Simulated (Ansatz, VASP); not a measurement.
**One calculation of Ge, two programs**

```
CELL_PARAMETERS angstrom
3.99565 0.00000 0.00000
-1.99782 3.46033 0.00000
0.00000 0.00000 6.60271
ATOMIC_POSITIONS crystal
Ge 0.66667 0.33333 0.06298
Ge 0.33333 0.66667 0.56298
Ge 0.66667 0.33333 0.43702
Ge 0.33333 0.66667 0.93702
```

Alike in both runs: functional r2SCAN; k mesh 12 × 12 × 6; occupations gaussian, width 0.01 eV; no spin polarisation.

Ansatz relaxed the structure, and its values are those at the end. VASP's run is a single point on that final structure, the one shown.

```csv
,VASP,Ansatz
version,VASP 6.6.1,Ansatz 0.2.0
potentials or method,"VASP PAW PBE potentials, release 64 (Ge_d)","scalar-relativistic, plane waves, PAW"
plane-wave cutoff (eV),520,500
valence electrons in the cell,56,56
```

|  | VASP | Ansatz | Ansatz less VASP |
| --- | --- | --- | --- |
| gap on the k mesh at the Fermi level (eV) | 0.08 | 0.10 | +0.021 |
| least direct gap on the mesh (eV) | 0.08 | 0.10 | +0.021 |
| pressure (GPa) | 0.0 | 0.0 | -0.04 |

With one functional, cell and mesh, what is left measures potentials, basis and numerics.

Caveats: the PAW data sets were made with another functional, which shifts forces and pressure a little (VASP).
